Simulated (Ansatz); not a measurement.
# GaSb: a sweep of LAPW's basis error target

How much do the results for GaSb depend on LAPW's basis error target?

The COD entry's cell or inner coordinates are ideal or old and differ from later refinements, so a difference from it is no clean test against experiment.

Computed with Ansatz 0.2.0 (DFT, PBE, all-electron LAPW, scalar-relativistic, unless a step's input says otherwise).

2 further runs of the same task are left out: 2 that didn't finish. Runs told in other sessions of the task aren't counted.

## (1) The starting structure

Symmetry: F-43m, No. 216, cubic system. The conventional cell has a = 6.118 Å, b = 6.118 Å, c = 6.118 Å, α = 90.00°, β = 90.00°, γ = 90.00°. Ga (site symmetry -43m) is surrounded by 4 Sb at 2.65 Å. Sb (site symmetry -43m) has 4 Ga at 2.65 Å in its first shell of neighbours.

As a file:

```cif
data_structure
_symmetry_space_group_name_H-M 'P 1'
_symmetry_Int_Tables_number 1
_cell_length_a 4.3261
_cell_length_b 4.3261
_cell_length_c 4.3261
_cell_angle_alpha 60.000
_cell_angle_beta 60.000
_cell_angle_gamma 60.000
_cell_volume 57.25
loop_
_atom_site_label
_atom_site_type_symbol
_atom_site_fract_x
_atom_site_fract_y
_atom_site_fract_z
_atom_site_occupancy
Ga1 Ga 0.00000 0.00000 0.00000 1
Sb1 Sb 0.75000 0.75000 0.75000 1
```

The cell comes from a crystallographic database entry that wasn't checked; take it as a given geometry, which may be far from equilibrium.

Atoms are numbered in the order of the input: Ga1, Sb2.

## (2) With basis error target 0.03 eV/atom

input.yaml

```yaml
crystal:
  lattice:
    - [0.0, 3.059, 3.059]
    - [3.059, 0.0, 3.059]
    - [3.059, 3.059, 0.0]
  atoms:
    - { symbol: Ga, position: [0.0, 0.0, 0.0] }
    - { symbol: Sb, position: [0.75, 0.75, 0.75] }
kpoints:
  mp_grid: { grid: [12, 12, 12] }
scf:
  occupations: { method: fermi_dirac, width: 0.08 }
hamiltonian:
  xc: pbe
  pseudopotentials: { kind: all_electron, lapw: { basis_error: 0.03 } }
output:
  forces: true
  stress: true
  eigenvalues: true
```

Run with:

```bash
> ansatz run input.yaml --threads 1 --pin off --max-ram 2048MiB --backend cpu --events-out ev --progress --plain --runs-dir out
```

The log of the run, cut to the lines that bear on the results:

```text
LAPW: plane waves up to 6.848 Å⁻¹, error target 3.0e-2 eV per atom; small_component_spin mean_spin; Ga in spheres of 1.296 Å, 21 of its electrons in bands, Dirac shells []; Sb in spheres of 1.353 Å, 23 of its electrons in bands, Dirac shells []
[...]
Pseudopotentials: kind: all_electron
Pseudopotential: Ga, LAPW, valence charge 21, Koelling and Harmon's equation, gaussian nucleus
Pseudopotential: Sb, LAPW, valence charge 23, Koelling and Harmon's equation, gaussian nucleus
Functional definition: PBE
[...]
Crystal: 2 atoms, lattice volume = 57.249 Å³
Basis set: ecut = 178.6503728452209 eV, 331 PW (Γ), exchange–correlation at level 2
Bands: 27, of which v1, the nominal top of the filled ones, is band 22 counted from 1 (21 counted from 0)
Symmetry: 24 space group operations
Space group: F-43m (ITA 216), of the structure as read, at distance tolerance 3.9e-5 Å
k-points: 72 of 1728 (time reversal used)
[...]
SCF iter   1: F=—  HF=-229268.386502 eV  |F-HF|=—  |Δ(HF+E_count)|=         —  Δρ=2.10e-2  dr2=2.97e-1  ethr=6.70e-4  ⟨swp⟩=2.7  Hψ=12491  notcnv=0
[...]
SCF iter   7: F=-229268.330580 eV  HF=-229268.330580 eV  |F-HF|=5.30e-8  |Δ(HF+E_count)|=   1.91e-7  Δρ=7.08e-6  dr2=2.80e-8  ethr=7.92e-10  ⟨swp⟩=3.0  Hψ=5703  notcnv=0
[...]
SCF converged after 7 iterations
Free energy (F): -229268.330580 eV
[...]
E sigma→0 (E₀):  -229268.330229 eV
Entropy (-TS):   -0.000703 eV (-0.352 meV/atom)
Fermi energy:    9.938935 eV
[...]
--- Forces (eV/Å), atoms counted from 1 ---
  atom   1  Ga     0.00000000    -0.00000000     0.00000000
  atom   2  Sb    -0.00000000     0.00000000     0.00000000
[...]
--- Stress (GPa, compression-positive) ---
        2.432042      -0.000000      -0.000000
       -0.000000       2.432042       0.000000
       -0.000000       0.000000       2.432042
  P = ⅓ Tr σ = 2.4320 GPa (24.320 kbar)
--- Band table (eV; the first three rows and the last of 72) ---
  k-point 0: bands = ["-134.1882", "-134.0829", "-87.1576", "-87.1576", "-87.1576", "-84.8127", "-84.8127", "-84.8127", "-18.9883", "-18.9883", "-18.9883", "-18.9690", "-18.9690", "-5.2110", "-5.2110", "-5.2110", "-5.1618", "-5.1618", "-1.6978", "9.7784", "9.7784", "9.7784", "9.8176", [...]
[...]
```

It took 17 s on 1 thread of Arm Neoverse V2, shared host; peak memory 0.29 GiB.

Read from it: pressure 2.43 GPa.

## (3) With basis error target 0.01 eV/atom

input.yaml: that of step 2 with these lines changed.

```diff
@@ -14,3 +14,3 @@
   xc: pbe
-  pseudopotentials: { kind: all_electron, lapw: { basis_error: 0.03 } }
+  pseudopotentials: { kind: all_electron, lapw: { basis_error: 0.01 } }
 output:
```

Run with:

```bash
> ansatz run input.yaml --threads 1 --pin off --max-ram 2048MiB --backend cpu --events-out ev --progress --plain --runs-dir out
```

The log of the run, cut to the lines that bear on the results:

```text
LAPW: plane waves up to 7.412 Å⁻¹, error target 1.0e-2 eV per atom; small_component_spin mean_spin; Ga in spheres of 1.297 Å, 21 of its electrons in bands, Dirac shells []; Sb in spheres of 1.352 Å, 23 of its electrons in bands, Dirac shells []
[...]
[... 4 set-up lines as earlier in the session ...]
[...]
Crystal: 2 atoms, lattice volume = 57.249 Å³
Basis set: ecut = 209.3304584261736 eV, 411 PW (Γ), exchange–correlation at level 2
Bands: 27, of which v1, the nominal top of the filled ones, is band 22 counted from 1 (21 counted from 0)
[... 2 set-up lines as earlier in the session ...]
k-points: 72 of 1728 (time reversal used)
[...]
SCF iter   1: F=—  HF=-229268.400952 eV  |F-HF|=—  |Δ(HF+E_count)|=         —  Δρ=2.10e-2  dr2=2.97e-1  ethr=6.71e-4  ⟨swp⟩=2.7  Hψ=12507  notcnv=0
[...]
SCF iter   7: F=-229268.344776 eV  HF=-229268.344776 eV  |F-HF|=5.11e-8  |Δ(HF+E_count)|=   1.49e-7  Δρ=7.04e-6  dr2=2.76e-8  ethr=7.81e-10  ⟨swp⟩=3.0  Hψ=5703  notcnv=0
[...]
SCF converged after 7 iterations
Free energy (F): -229268.344776 eV
[...]
E sigma→0 (E₀):  -229268.344424 eV
Entropy (-TS):   -0.000703 eV (-0.352 meV/atom)
Fermi energy:    9.938981 eV
[...]
--- Forces (eV/Å), atoms counted from 1 ---
  atom   1  Ga     0.00000000    -0.00000000    -0.00000000
  atom   2  Sb    -0.00000000     0.00000000     0.00000000
[...]
--- Stress (GPa, compression-positive) ---
        2.366732       0.000000      -0.000000
        0.000000       2.366732       0.000000
       -0.000000       0.000000       2.366732
  P = ⅓ Tr σ = 2.3667 GPa (23.667 kbar)
--- Band table (eV; the first three rows and the last of 72) ---
[... band rows left out ...]
[...]
```

Run time: 25 s. Hardware: 1 thread of Arm Neoverse V2, shared host; peak memory 0.32 GiB.

Read from it: pressure 2.37 GPa.

## (4) With basis error target 0.003 eV/atom

input.yaml: that of step 3 with these lines changed.

```diff
@@ -14,3 +14,3 @@
   xc: pbe
-  pseudopotentials: { kind: all_electron, lapw: { basis_error: 0.01 } }
+  pseudopotentials: { kind: all_electron, lapw: { basis_error: 0.003 } }
 output:
```

Run with:

```bash
> ansatz run input.yaml --threads 1 --pin off --max-ram 2048MiB --backend cpu --events-out ev --progress --plain --runs-dir out
```

The log of the run, cut to the lines that bear on the results:

```text
LAPW: plane waves up to 8.012 Å⁻¹, error target 3.0e-3 eV per atom; small_component_spin mean_spin; Ga in spheres of 1.298 Å, 21 of its electrons in bands, Dirac shells []; Sb in spheres of 1.351 Å, 23 of its electrons in bands, Dirac shells []
[...]
[... 4 set-up lines as earlier in the session ...]
[...]
Crystal: 2 atoms, lattice volume = 57.249 Å³
Basis set: ecut = 244.5429884381946 eV, 531 PW (Γ), exchange–correlation at level 2
Bands: 27, of which v1, the nominal top of the filled ones, is band 22 counted from 1 (21 counted from 0)
[... 2 set-up lines as earlier in the session ...]
[...]
the basis was enlarged: its passes take 44.1 KiB over the memory plan, 1 of 1 planned eigensolver slots
[...]
SCF iter   7: F=-229268.349604 eV  HF=-229268.349604 eV  |F-HF|=5.51e-8  |Δ(HF+E_count)|=   2.27e-7  Δρ=7.11e-6  dr2=2.82e-8  ethr=8.09e-10  ⟨swp⟩=3.0  Hψ=5703  notcnv=0
[...]
SCF converged after 7 iterations
Free energy (F): -229268.349604 eV
[...]
E sigma→0 (E₀):  -229268.349252 eV
Entropy (-TS):   -0.000703 eV (-0.352 meV/atom)
Fermi energy:    9.938974 eV
[...]
--- Forces (eV/Å), atoms counted from 1 ---
  atom   1  Ga     0.00000000    -0.00000000    -0.00000000
  atom   2  Sb    -0.00000000     0.00000000     0.00000000
[...]
--- Stress (GPa, compression-positive) ---
        2.345712       0.000000      -0.000000
        0.000000       2.345712       0.000000
       -0.000000       0.000000       2.345712
  P = ⅓ Tr σ = 2.3457 GPa (23.457 kbar)
--- Band table (eV; the first three rows and the last of 72) ---
[... band rows left out ...]
[...]
```

It took 31 s on 1 thread of Arm Neoverse V2, shared host; peak memory 0.36 GiB.

Result: pressure 2.35 GPa.

## (5) With basis error target 0.0001 eV/atom

input.yaml: that of step 4 with these lines changed.

```diff
@@ -14,3 +14,3 @@
   xc: pbe
-  pseudopotentials: { kind: all_electron, lapw: { basis_error: 0.003 } }
+  pseudopotentials: { kind: all_electron, lapw: { basis_error: 0.0001 } }
 output:
```

Run with:

```bash
> ansatz run input.yaml --threads 1 --pin off --max-ram 2048MiB --backend cpu --events-out ev --progress --plain --runs-dir out
```

The log of the run, cut to the lines that bear on the results:

```text
LAPW: plane waves up to 9.625 Å⁻¹, error target 1.0e-4 eV per atom; small_component_spin mean_spin; Ga in spheres of 1.302 Å, 21 of its electrons in bands, Dirac shells []; Sb in spheres of 1.347 Å, 23 of its electrons in bands, Dirac shells []
[...]
[... 4 set-up lines as earlier in the session ...]
[...]
Crystal: 2 atoms, lattice volume = 57.249 Å³
Basis set: ecut = 352.9758740197041 eV, 869 PW (Γ), exchange–correlation at level 2
Bands: 27, of which v1, the nominal top of the filled ones, is band 22 counted from 1 (21 counted from 0)
[... 2 set-up lines as earlier in the session ...]
[...]
the basis was enlarged: its passes take 621.4 KiB over the memory plan, 1 of 1 planned eigensolver slots
[...]
SCF iter   7: F=-229268.351614 eV  HF=-229268.351614 eV  |F-HF|=3.04e-8  |Δ(HF+E_count)|=   2.21e-7  Δρ=6.33e-6  dr2=2.36e-8  ethr=8.06e-10  ⟨swp⟩=3.0  Hψ=5704  notcnv=0
[...]
SCF converged after 7 iterations
Free energy (F): -229268.351614 eV
[...]
E sigma→0 (E₀):  -229268.351263 eV
Entropy (-TS):   -0.000703 eV (-0.351 meV/atom)
Fermi energy:    9.938969 eV
[...]
--- Forces (eV/Å), atoms counted from 1 ---
  atom   1  Ga     0.00000000    -0.00000000     0.00000000
  atom   2  Sb    -0.00000000     0.00000000     0.00000000
[...]
--- Stress (GPa, compression-positive) ---
        2.337838       0.000000      -0.000000
        0.000000       2.337838       0.000000
       -0.000000       0.000000       2.337838
  P = ⅓ Tr σ = 2.3378 GPa (23.378 kbar)
--- Band table (eV; the first three rows and the last of 72) ---
[... band rows left out ...]
[...]
```

It took 63 s on 1 thread of Arm Neoverse V2, shared host; peak memory 0.56 GiB.

This run gives: pressure 2.34 GPa.

## (6) The sweep in one table

| basis error target (eV/atom) | energy from the last row (meV/atom) | pressure (GPa) | SCF cycles, by the record's count | time |
| --- | --- | --- | --- | --- |
| 0.03 | 10.52 | 2.43 | 7 | 17 s |
| 0.01 | 3.42 | 2.37 | 7 | 25 s |
| 0.003 | 1.01 | 2.35 | 7 | 31 s |
| 0.0001 | 0.00 | 2.34 | 7 | 63 s |

Energies are those extrapolated to zero smearing.

## (7) What came out

| quantity | value |
| --- | --- |
| energy error of the loosest run (LAPW) | 10.5 meV/atom |
| within 1 meV/atom from | no run before the tightest |
| pressure, lowest to highest (LAPW) | 2.34 to 2.43 GPa |

The loosest usable run is off by 10.5 meV/atom from the tightest; even the run before the tightest is more than 1 meV/atom away, so the sweep hasn't shown convergence. The energy falls at every step, as a growing basis should make it. The pressure spans 0.09 GPa (LAPW). The tightest run took 63 s against 17 s for the loosest.
